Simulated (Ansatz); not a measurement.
ZrO2 (fluorite)

```
ZrO2
1.0
    0.00000     5.08914     5.08914
    2.54457     2.54457     5.08914
    2.54457     2.54457     0.00000
Zr O
2 4
Direct
  0.00000   0.00000   0.00000
  0.50000   0.00000   0.00000
  0.00000   0.25000   0.25000
  0.50000   0.25000   0.25000
  0.00000   0.75000   0.75000
  0.50000   0.75000   0.75000
```

The atoms are displaced by Q × the pattern below (from a DFPT mode at X = (0.5, 0.5, 0.0), largest move 1; Q in Å), at fixed cell. (q is in reciprocal vectors of the primitive cell; the cell shown is doubled to hold the pattern.)

```csv
atom,x,y,z
O3,0.000,0.000,1.000
O4,0.000,0.000,-1.000
O5,0.000,0.000,1.000
O6,0.000,0.000,-1.000
```

Atoms not listed stay in place.

These are r2SCAN (plane waves to 500 eV, PAW, scalar-relativistic; Ansatz, an electronic-structure program) values and carry that method's errors. k mesh 11×11×11 (Γ-centred), Fermi-Dirac smearing 0.05 eV. Energies are smeared free energies. The PAW data are Ansatz's earlier set. This is a high-temperature form of ZrO2. ZrO2 is run without spin polarisation. ZrO2 was relaxed with its symmetry unable to fall. ΔE is measured from the undisplaced structure.

```csv
Q (Å),ΔE (meV/cell)
-0.4400,456
-0.3667,96
-0.2933,-86
-0.2200,-130
-0.1467,withheld
-0.0733,-28
0.0000,0
0.0733,-28
0.1467,withheld
0.2200,-130
0.2933,-86
0.3667,96
0.4400,456
```

### Question
Fit an even polynomial form (powers 2, 4, 6) to the given rows and predict ΔE at Q = 0.1467.

### Answer
Least squares on the 11 given rows: ΔE = (-5082)·Q² + (54050)·Q⁴ + (-80780)·Q⁶, in meV/cell with Q in Å; root-mean-square residual 1.7 meV/cell. At 0.1467 the fit gives -85 meV/cell; the calculation gives -90 meV/cell, so the interpolation is off by 5 (+5.6 %). The quadratic term alone would give -109 meV/cell: it is negative, as the undisplaced cell is unstable along this move.

(For displaced atoms, the force is minus the slope of the energy, and its curvature is a force constant, which sets phonon frequencies.)
